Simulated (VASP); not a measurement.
# TiC (P-6m2) in VASP: further runs

One crystal, TiC, is run at these levels: r2SCANh, r2SCAN0, HSE06, PBE; tasks: band structure.

Program: VASP 6.6.1. These are calculated values, not measurements. Logs are shortened: lines on timing, memory, paths and dates and some standing lists are left out, and cuts for length are marked.

## Step 1: The crystal as given

The structure is hexagonal, space group P-6m2 (No. 187). Conventional cell: a = 3.042 Å, b = 3.042 Å, c = 2.698 Å, α = 90.00°, β = 90.00°, γ = 120.00°. Ti (site symmetry -6m2) is surrounded by 6 C at 2.21 Å. C (site symmetry -6m2) has 6 Ti at 2.21 Å as nearest neighbours.

The cell was built by a generator and needn't be a form met in nature.

## Step 2: Band structure, r2SCANh

POSCAR reads:

```
TiC
1.0
    3.0420900000      0.0000000000      0.0000000000
   -1.5210400000      2.6345200000      0.0000000000
    0.0000000000      0.0000000000      2.6979700000
Ti C
1 1
Direct
    0.0000000000      0.0000000000      0.5000000000
    0.3333300000      0.6666700000      0.0000000000
```

INCAR.step1 reads:

```
SYSTEM = TiC
PREC     = Accurate       ! precision mode
ENCUT    = 520            ! plane-wave cutoff, eV
EDIFF    = 1E-5           ! SCF threshold, eV
ISMEAR   = -1             ! smearing method
SIGMA    = 0.05           ! smearing width, eV
LREAL    = .False.        ! projectors in reciprocal space
LASPH    = .True.         ! aspherical terms in the spheres
NELM     = 60             ! most SCF steps
ALGO     = Normal         ! electronic algorithm
ISIF     = 2              ! what is computed and relaxed
LWAVE    = .True.         ! write WAVECAR
LCHARG   = .False.        ! write CHGCAR
LMAXMIX  = 4              ! l up to which the mixer works
NBANDS   = 15             ! bands
GGA      = PE             ! functional
```

INCAR.step2 reads:

```
SYSTEM = TiC
PREC     = Accurate       ! precision mode
ENCUT    = 520            ! plane-wave cutoff, eV
EDIFF    = 1E-7           ! SCF threshold, eV
ISMEAR   = -1             ! smearing method
SIGMA    = 0.05           ! smearing width, eV
LREAL    = .False.        ! projectors in reciprocal space
LASPH    = .True.         ! aspherical terms in the spheres
NELM     = 60             ! most SCF steps
ALGO     = Normal         ! electronic algorithm
ISIF     = 2              ! what is computed and relaxed
LWAVE    = .False.        ! write WAVECAR
LCHARG   = .False.        ! write CHGCAR
LMAXMIX  = 4              ! l up to which the mixer works
METAGGA  = R2SCAN         ! meta-GGA
LHFCALC  = .True.         ! exact exchange
AEXX     = 0.1            ! exact-exchange fraction
LMIXTAU  = .True.       
PRECFOCK = Fast         
NBANDS   = 15             ! bands
ISTART   = 1            
HFRCUT   = -1
```

KPOINTS reads:

```
Automatic mesh
0
Gamma
  5 5 5
  0 0 0
```

KPOINTS_OPT reads:

```
path GMKGALHA,LM,KH
10
line-mode
reciprocal
 0.0000000000  0.0000000000  0.0000000000  G
 0.5000000000  0.0000000000  0.0000000000  M

 0.5000000000  0.0000000000  0.0000000000  M
 0.3333333333  0.3333333333  0.0000000000  K

 0.3333333333  0.3333333333  0.0000000000  K
 0.0000000000  0.0000000000  0.0000000000  G

 0.0000000000  0.0000000000  0.0000000000  G
 0.0000000000  0.0000000000  0.5000000000  A

 0.0000000000  0.0000000000  0.5000000000  A
 0.5000000000  0.0000000000  0.5000000000  L

 0.5000000000  0.0000000000  0.5000000000  L
 0.3333333333  0.3333333333  0.5000000000  H

 0.3333333333  0.3333333333  0.5000000000  H
 0.0000000000  0.0000000000  0.5000000000  A

 0.5000000000  0.0000000000  0.5000000000  L
 0.5000000000  0.0000000000  0.0000000000  M

 0.3333333333  0.3333333333  0.0000000000  K
 0.3333333333  0.3333333333  0.5000000000  H
```

Potentials or basis: VASP PAW PBE potentials, release 64 (Ti_sv, C).

Command:

```console
cat potpaw_PBE.64/Ti_sv/POTCAR potpaw_PBE.64/C/POTCAR > POTCAR
cp INCAR.step1 INCAR
mpirun -np 1 vasp_std > vasp.out
cp INCAR.step2 INCAR
mpirun -np 1 vasp_std > vasp.out
```

OUTCAR:

```text
SYSTEM = TiC
   PREC = Accurate
   ENCUT = 520
   EDIFF = 1E-7
   ISMEAR = -1
   LREAL = .False.
   LASPH = .True.
   NELM = 60
   ISIF = 2
   METAGGA = R2SCAN
   LHFCALC = .True.
   AEXX = 0.1
   PRECFOCK = Fast
   ISTART = 1

 ion  position               nearest neighbor table
   1  0.000  0.000  0.500-   2 2.21   2 2.21   2 2.21   2 2.21   2 2.21   2 2.21
   2  0.333  0.667  0.000-   1 2.21   1 2.21   1 2.21   1 2.21   1 2.21   1 2.21

  LATTYP: Found a hexagonal cell.
 ALAT       =     3.0420900000
 C/A-ratio  =     0.8868804013

  Lattice vectors:

 A1 = (   3.0420900000,   0.0000000000,   0.0000000000)
 A2 = (  -1.5210400000,   2.6345200000,   0.0000000000)
 A3 = (   0.0000000000,   0.0000000000,   2.6979700000)

Analysis of symmetry for initial positions (statically):
=====================================================================
 Subroutine PRICEL returns:
 Original cell was already a primitive cell.

 Routine SETGRP: Setting up the symmetry group for a
 hexagonal supercell.

 Subroutine GETGRP returns: Found  4 space group operations
 (whereof  4 operations were pure point group operations)
 out of a pool of 24 trial point group operations.

The static configuration has the point symmetry C_2v.

Analysis of symmetry for dynamics (positions and initial velocities):
=====================================================================
 Subroutine PRICEL returns:
 Original cell was already a primitive cell.

 Routine SETGRP: Setting up the symmetry group for a
 hexagonal supercell.

 Subroutine GETGRP returns: Found  4 space group operations
 (whereof  4 operations were pure point group operations)
 out of a pool of 24 trial point group operations.

The dynamic configuration has the point symmetry C_2v.

 Subroutine INISYM returns: Found  4 space group operations
 (whereof  4 operations are pure point group operations),
 and found     1 'primitive' translations

----------------------------------------------------------------------------------------

                                     Primitive cell

  volume of cell :      21.6227

  direct lattice vectors                    reciprocal lattice vectors
     3.042090000  0.000000000  0.000000000     0.328721372  0.189787269  0.000000000
    -1.521040000  2.634520000  0.000000000     0.000000000  0.379575786  0.000000000
     0.000000000  0.000000000  2.697970000     0.000000000  0.000000000  0.370649044

  length of vectors
[... 95 lines left out ...]
   EMIN   =  10.00;   EMAX   =-10.00  energy-range for DOS
   EFERMI =   0.00;   METHOD = LEGACY
   ISMEAR =    -1;   SIGMA  =   0.05  broadening in eV -4-tet -1-fermi 0-gaus
   EFERMI_NEDOS =   21; number of points for ismear=-14 and -15
   IALGO  =     38    algorithm
   IMIX   =      1    mixing-type and parameters
     AMIX     =   0.40;   BMIX     =  1.00
     AMIX_MAG =   1.60;   BMIX_MAG =  1.00
  volume/ion in A,a.u.               =      10.81        72.96
  Fermi-wavevector in a.u.,A,eV,Ry     =   1.480737  2.798187 29.831891  2.192582
  Thomas-Fermi vector in A             =   2.594734
   LORBIT       =      0    0 simple, 1 ext, 2 COOP (PROOUT), +10 PAW based schemes
   METAGGA = R2SCAN    functional components
   LHFCALC =     T    Hartree Fock is set to
   PRECFOCK=fast      Normal, Fast or Accurate (Low or Medium for compatibility)
   ENCUT4O =  -1.0   cutoff for four orbital integrals eV
   NKREDX  =     1    reduce k-point grid by
   NKREDY  =     1    reduce k-point grid by
   NKREDZ  =     1    reduce k-point grid by
   AEXX    =    0.1000 exact exchange contribution
   HFSCREEN=    0.0000 screening length (either q_TF or 0.3 A-1)
   HFSCREENC=   0.0000 screening length for correlation (either q_TF or 0.3 A-1)
   ENCUTFOCK=  -1.0 apply spherical cutoff to Coloumb kernel
   IVDW    =     0    specifies the selected vdW correction
   LEPSILON=     F    determine dielectric tensor
   LRPA    =     F    only Hartree local field effects (RPA)
 non-spin polarized calculation
  energy-cutoff  :      520.00
  volume of cell :       21.62
 maximum number of plane-waves:       592
  NGX = 14; NGY = 14; NGZ = 12

 number of electron      16.0000003 magnetization

 Free energy of the ion-electron system (eV)
  ---------------------------------------------------
  ext. energy  EPLUGINS =         0.00000000
  ---------------------------------------------------
  free energy    TOTEN  =       -24.66853702 eV

  energy without entropy =      -24.66769918  energy(sigma->0) =      -24.66811810

 E-fermi :   8.5948     XC(G=0): -11.9515

 val. band max:        8.3593876698   @ k =   0.4000  -0.0000   0.0000
 cond. band min:       8.8016228700   @ k =  -0.2000   0.4000   0.0000
 fundamental gap:      0.4422352002
 Fermi energy:         8.5947855882

 k-point     1 :       0.0000    0.0000    0.0000
  band No.  band energies     occupation
      1     -52.0897      2.00000
      2     -26.6626      2.00000
      3     -26.6626      2.00000
      4     -26.2308      2.00000
      5      -4.8953      2.00000
      6       6.6674      2.00000
      7       6.6675      2.00000
      8       7.5735      2.00000
      9      11.4065      0.00000
     10      12.5546      0.00000
     11      12.5546      0.00000
     12      15.2118      0.00000
     13      15.2119      0.00000
     14      17.1037      0.00000
[... 401 lines left out ...]
      2     -26.8745      2.00000
      3     -26.8512      2.00000
      4     -26.6880      2.00000
      5      -1.6748      2.00000
      6       4.1330      2.00000
      7       5.0675      2.00000
      8       7.1339      2.00000
      9       9.8102      0.00000
     10      12.2808      0.00000
     11      13.9119      0.00000
     12      14.1938      0.00000
     13      16.4147      0.00000
     14      20.6786      0.00000
     15      23.2438      0.00000

 [... further k-points ...]
[... 5 lines left out ...]
  --------------------------------------------------------------------------------------
  -------------------------------------------------------------------------------------
  Total        0.0589858      0.0588843     -1.1001391     -0.0000875      0.0000000      0.0000000
  in kB        4.3706610      4.3631397    -81.5168712     -0.0064846      0.0000000      0.0000000
  external PRESSURE =     -24.2610235 kB  Pullay stress =       0.0000000 kB

 VOLUME and BASIS-vectors are now :
 -----------------------------------------------------------------------------
  energy-cutoff  :      520.00
  volume of cell :       21.62
      direct lattice vectors                 reciprocal lattice vectors
     3.042090000  0.000000000  0.000000000     0.328721372  0.189787269  0.000000000
    -1.521040000  2.634520000  0.000000000     0.000000000  0.379575786  0.000000000
     0.000000000  0.000000000  2.697970000     0.000000000  0.000000000  0.370649044

 POSITION                                       TOTAL-FORCE (eV/Angst)
 -----------------------------------------------------------------------------------
      0.00000      0.00000      1.34899        -0.000142      0.000082      0.000000
     -0.00001      1.75636      0.00000         0.000142     -0.000082      0.000000
 -----------------------------------------------------------------------------------
    total drift:                                0.000043      0.000076      0.000000

  FREE ENERGIE OF THE ION-ELECTRON SYSTEM (eV)
  ---------------------------------------------------
  free  energy   TOTEN  =       -24.6685370190 eV

  energy  without entropy=      -24.6676991787  energy(sigma->0) =      -24.66811810
```

OSZICAR.step1:

```text
N       E                     dE             d eps       ncg     rms          rms(c)
DAV:   1     0.129742973008E+03    0.12974E+03   -0.80962E+03   810   0.126E+03
DAV:   2    -0.112551072506E+02   -0.14100E+03   -0.12968E+03   873   0.336E+02
DAV:   3    -0.230029984388E+02   -0.11748E+02   -0.11581E+02  1444   0.872E+01
DAV:   4    -0.232681590295E+02   -0.26516E+00   -0.26500E+00   894   0.126E+01
DAV:   5    -0.232741915442E+02   -0.60325E-02   -0.60324E-02  1093   0.156E+00    0.175E+01
DAV:   6    -0.187019410793E+02    0.45723E+01   -0.12774E+01  1187   0.575E+01    0.946E+00
DAV:   7    -0.174198956029E+02    0.12820E+01   -0.31467E+00   996   0.269E+01    0.484E+00
DAV:   8    -0.173700614239E+02    0.49834E-01   -0.19186E-01   915   0.472E+00    0.305E+00
DAV:   9    -0.173543554378E+02    0.15706E-01   -0.10275E-01  1188   0.431E+00    0.681E-01
DAV:  10    -0.173534257952E+02    0.92964E-03   -0.13049E-02   951   0.130E+00    0.453E-01
DAV:  11    -0.173522752030E+02    0.11506E-02   -0.24471E-03   926   0.704E-01    0.191E-01
DAV:  12    -0.173519388837E+02    0.33632E-03   -0.37543E-04  1089   0.324E-01    0.348E-02
DAV:  13    -0.173519347597E+02    0.41240E-05   -0.48412E-05   887   0.783E-02
   1 F= -.17351935E+02 E0= -.17348284E+02  d E =-.730076E-02
```

It took 37 min on 1 thread of Intel Xeon Platinum 8488C (Sapphire Rapids), shared host; peak memory 0.17 GiB.

Results:

| Item | Value |
| --- | --- |
| Free energy | -24.6685 eV |
| Pressure | -2.4 GPa |
| Band gap along the path | none (metal or under the smearing width) |

Levels at the corners of the path, in eV from the Fermi level:
```
point  band 5  band 6  band 7  band 8  band 9  band 10  band 11  band 12
    Γ  -13.49   -1.93   -1.93   -1.02    2.81     3.96     3.96     6.62
    M  -10.99   -5.54   -0.68   -0.50    0.01     3.60     4.23     4.52
    M  -10.99   -5.54   -0.68   -0.50    0.01     3.60     4.23     4.52
    K  -10.65   -4.15   -3.73   -0.40    2.50     2.88     2.97     4.19
    K  -10.65   -4.15   -3.73   -0.40    2.50     2.88     2.97     4.19
    Γ  -13.49   -1.93   -1.93   -1.02    2.81     3.96     3.96     6.62
    Γ  -13.49   -1.93   -1.93   -1.02    2.81     3.96     3.96     6.62
    A  -10.18   -6.29   -0.77   -0.77    1.70     1.70     5.44     5.44
    A  -10.18   -6.29   -0.77   -0.77    1.70     1.70     5.44     5.44
    L  -10.09   -4.64   -3.12   -2.71    2.13     4.05     5.17     6.35
    L  -10.09   -4.64   -3.12   -2.71    2.13     4.05     5.17     6.35
    H   -9.86   -5.13   -4.37   -0.80    1.80     4.89     5.50     6.20
    H   -9.86   -5.13   -4.37   -0.80    1.80     4.89     5.50     6.20
    A  -10.18   -6.29   -0.77   -0.77    1.70     1.70     5.44     5.44
    L  -10.09   -4.64   -3.12   -2.71    2.13     4.05     5.17     6.35
    M  -10.99   -5.54   -0.68   -0.50    0.01     3.60     4.23     4.52
    K  -10.65   -4.15   -3.73   -0.40    2.50     2.88     2.97     4.19
    H   -9.86   -5.13   -4.37   -0.80    1.80     4.89     5.50     6.20
```

Caveat: the k mesh is coarse (spacing up to 0.48 Å⁻¹), so the values aren't converged, least of all with exact exchange; the PAW data sets were made with another functional, which shifts forces and pressure a little.

(Part 1 of 3 ends here.)
